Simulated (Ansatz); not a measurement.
## K$_{2}$S: a prediction, then the measurements

Method: DFT PBE, scalar-relativistic, plane waves, PAW in Ansatz 0.2.0.

Settings: cutoff 420 eV, Γ-centred mesh 6×6×6 on the computed 3-atom cell, Gaussian smearing of 0.02 eV; no spin polarisation.

Relaxed structure, symmetry kept:

```yaml
crystal:
  lattice:
    - [0.00000, 3.73063, 3.73063]
    - [3.73063, 0.00000, 3.73063]
    - [3.73063, 3.73063, 0.00000]
  atoms:
    - { symbol: K, position: [0.25000, 0.25000, 0.25000] }
    - { symbol: K, position: [0.75000, 0.75000, 0.75000] }
    - { symbol: S, position: [0.00000, 0.00000, 0.00000] }
```

```json
{
 "Space group": "Fm-3m (No. 225)",
 "Volume per atom": "233.6 bohr³",
 "Formation energy from the elements' standard states (uncorrected)": "-1.077 eV/atom",
 "Kohn–Sham band gap": "2.32 eV, indirect from X to Γ",
 "Löwdin character of the top 1 eV of the valence band": "S 3p 89 %, K 4s 7 %",
 "Löwdin character of the lowest 1 eV of the conduction band": "K 4s 69 %, S 3s 14 %, S 3p 11 %",
 "Electron masses at the edge by Cartesian direction of the standard setting (m_e; degenerate bands sorted by energy; no spin-orbit coupling)": "x: 0.36; y: 0.36; z: 0.36",
 "Hole masses at the edge by Cartesian direction of the standard setting (m_e; degenerate bands sorted by energy; no spin-orbit coupling)": "x: 6.7, 6.7; y: 18, 1.4; z: 18, 1.4",
 "Bulk modulus": "18.3 GPa",
 "Its pressure derivative": "4.4",
 "Electronic dielectric constant xx, yy, zz of the standard setting (independent particles)": "3.5, 3.5, 3.5",
 "Bader charges (e)": "K (2 in the cell) 0.76, S (1 in the cell) -1.52"
}
```

**Experimental background.**

A printed reference work, textbook reports, for a bulk crystal of K2S: lattice constant a 7.406 Å.

Against the measured lattice constant a of K2S, 7.406 Å (a printed reference work, textbook), the calculated 7.461 Å is off by +0.7 %. The calculation is for 0 K without zero-point motion.

Cost: 12 runs of about 0.88 core-minutes in all, on Intel Xeon Platinum 8375C (Ice Lake) (shared hosts).